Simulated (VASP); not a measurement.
Write the native input for VASP 6.6.1 that does the following.

| Quantity | Value |
| --- | --- |
| Task | relaxation of cell and atoms |
| Functional | LDA |
| Potentials or basis | VASP PAW LDA potentials, release 64 (Na_pv, F) |
| Cutoff | 600 eV |
| k mesh | 10 × 10 × 10 |
| Occupations | gaussian, width 0.03 eV |
| Spin | no spin polarisation |
| Further INCAR settings | ALGO = Normal; EDIFF = 1e-07; IBRION = 2; EDIFFG = -0.005; NSW = 90; ISIF = 3 |

The structure of NaF (Villiaumite) lies in POSCAR:

```
NaF                                     
1.0
    0.0000000000      2.2490856905      2.2490856905
    2.2490856905     -0.0000000000      2.2490856905
    2.2490856905      2.2490856905     -0.0000000000
  Na              F             
     1     1
Direct
     0.0000000000000000    0.0000000000000000    0.0000000000000000
     0.5000000000000000    0.5000000000000000    0.5000000000000000
```

The input as run:

INCAR

```
PREC     = Accurate       # precision mode
ENCUT    = 600            # plane-wave cutoff, eV
EDIFF    = 1E-7           # SCF threshold, eV
ISMEAR   = 0              # smearing method
SIGMA    = 0.03           # smearing width, eV
LREAL    = False          # projectors in reciprocal space
LASPH    = True           # aspherical terms in the spheres
NELM     = 80             # most SCF steps
ALGO     = Normal         # electronic algorithm
ISIF     = 3              # what is computed and relaxed
LWAVE    = False          # write WAVECAR
LCHARG   = False          # write CHGCAR
GGA      = CA             # functional
IBRION   = 2              # ionic algorithm
NSW      = 90             # ionic steps
EDIFFG   = -0.005         # ionic threshold
```

KPOINTS

```
Automatic mesh
0
Gamma
  10 10 10
```

Potentials or basis: VASP PAW LDA potentials, release 64 (Na_pv, F).

Command:

```sh
$ cat potpaw_LDA.64/Na_pv/POTCAR potpaw_LDA.64/F/POTCAR > POTCAR
$ mpirun -np 1 vasp_std > vasp.out
```

Results of the run:

- Pressure after relaxing: 0.0 GPa
- Band gap on the k mesh: 6.46 eV, direct

Caveat: the relaxation stopped at its first step, so nothing moved.

Run time: 24 s on 1 thread of Intel(R) Xeon(R) Platinum 8375C CPU @ 2.90GHz (Ice Lake), on a shared host, peak memory 0.14 GiB.
